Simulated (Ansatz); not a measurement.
Se:

```xyz
3
Lattice="4.3662 0.0000 0.0000 -2.1831 3.7812 0.0000 0.0000 0.0000 4.9536" Properties=species:S:1:pos:R:3 pbc="T T T"
Se    1.6910    2.9289    0.0000
Se   -0.4921    0.8523    3.3024
Se    0.9841    0.0000    1.6512
```

Program: Ansatz 0.2.0. Alike in all runs: potentials or basis Ansatz PAW; cell as given.

Question: Order these runs on this cell by their band gap on the k mesh, lowest first.
A. level LDA; spin SOC, no magnetisation; k mesh 5 × 5 × 5; cutoff (eV) 420; smearing fermi-dirac 0.05 eV; points for each segment of the path 14
B. level PBE; spin off; k mesh 7 × 7 × 6; cutoff (eV) 420; smearing gaussian 0.019 eV
C. level r2SCAN; spin off; k mesh 7 × 7 × 6; cutoff (eV) 500; smearing fermi-dirac 0.05 eV; points for each segment of the path 14

Answer: A (1.05 eV), B (1.21 eV), C (1.46 eV).

Caveats: the k mesh misses the band edges, so the gap on the mesh is wider than the one along the path (some runs); odd divisions of the mesh miss points on the zone boundary, where band edges often lie, so the gap on the mesh can be too wide (some runs).
